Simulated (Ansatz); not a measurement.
# H: checking dH/dP = V

All numbers below come from DFT r2SCAN, scalar-relativistic, plane waves, PAW (Ansatz 0.2.0). Settings: 500 eV cutoff, 10×10×10 k-mesh, Gaussian smearing of 0.02 eV, no spin polarisation.

The relaxed crystal:

```xyz
2
Lattice="-1.8249 1.8249 2.3402 1.8249 -1.8249 2.3402 1.8249 1.8249 -2.3402" Properties=species:S:1:pos:R:3 pbc="T T T"
H     0.0000    0.0000    4.3095
H     0.0000    0.0000    0.3709
```

Cell and atoms were relaxed at each target pressure within the start's symmetry (I4/mmm), at zero temperature; other phases can be more stable under pressure. H = E + PV with P the target; E is the free energy at the smearing used, whose derivative the pressure is, per atom and counted from zero pressure. The mesh named is that at zero pressure; some other pressures ran on another.

| P (GPa) | V (Å³/atom) | E − E0 (meV) | H − H0 (meV) |
| --- | --- | --- | --- |
| 0 | 15.588 | 0.0 | 0.0 |
| 3 | 7.081 | 31.9 | 164.5 |
| 8 | 5.492 | 81.5 | 355.7 |
| 15 | 4.565 | 145.4 | 572.8 |
| 30 | 3.659 | 266.9 | 952.0 |
| 60 | 2.874 | 476.9 | 1553.2 |

Problem. Thermodynamics gives dH/dP = V along a relaxed path. Integrate V over P by the trapezoid rule and compare with the computed enthalpies.

Solution. With 1 eV/Å³ = 160.22 GPa, each step adds the mean volume times ΔP / 160.22:
| P (GPa) | ∫V dP (meV) | H − H0 (meV) | difference (meV) |
| --- | --- | --- | --- |
| 3 | 212.2 | 164.5 | 47.7 |
| 8 | 408.4 | 355.7 | 52.7 |
| 15 | 628.1 | 572.8 | 55.3 |
| 30 | 1013.1 | 952.0 | 61.1 |
| 60 | 1624.7 | 1553.2 | 71.5 |

V(P) curves upward, so the trapezoid rule runs high; integrating a smooth curve through the same points puts that excess at about 114.6 meV at 60 GPa, against the 71.5 meV found. What is left comes from the shape of V(P) between points this far apart, and from the mesh, the smearing and the stress tolerance.

Problem. At 60 GPa, how much of the enthalpy change is stored energy and how much is the PV term?

Solution. E rises by 477 meV/atom and PV is 60 × 2.874 / 160.22 = 1076 meV/atom, so PV makes 69 % of ΔH. So between rival structures at high pressure a small difference in volume can outweigh the difference in energy: 1 % of this volume is worth 10.8 meV/atom at this pressure.

Problem. What bulk modulus do the lowest pressures give?

Solution. From the pressures that the runs reached, 0.02 GPa (15.588 Å³) and 2.95 GPa (7.081 Å³), B = −ΔP/Δln V = 2.93 / 0.7891 = 4 GPa, a mean over that range. Where layers or molecules are held by dispersion forces, this functional describes the zero-pressure volume and B poorly.

Problem. The gap is 10.293 eV at 0.02 GPa and 8.663 eV at 2.95 GPa. What pressure coefficient and volume deformation potential follow?

Solution. dE_g/dP = -555.0 meV/GPa, and a_V = dE_g/d ln V = −B dE_g/dP = 2.06 eV. A gap that closes or barely moves under pressure is usual where the conduction edge lies away from the zone centre, has d character, or where the bands broaden faster than they shift. If the edges move to other points of the zone within the range, this is a mean of two slopes. Gaps are generalised Kohn–Sham gaps over the whole zone.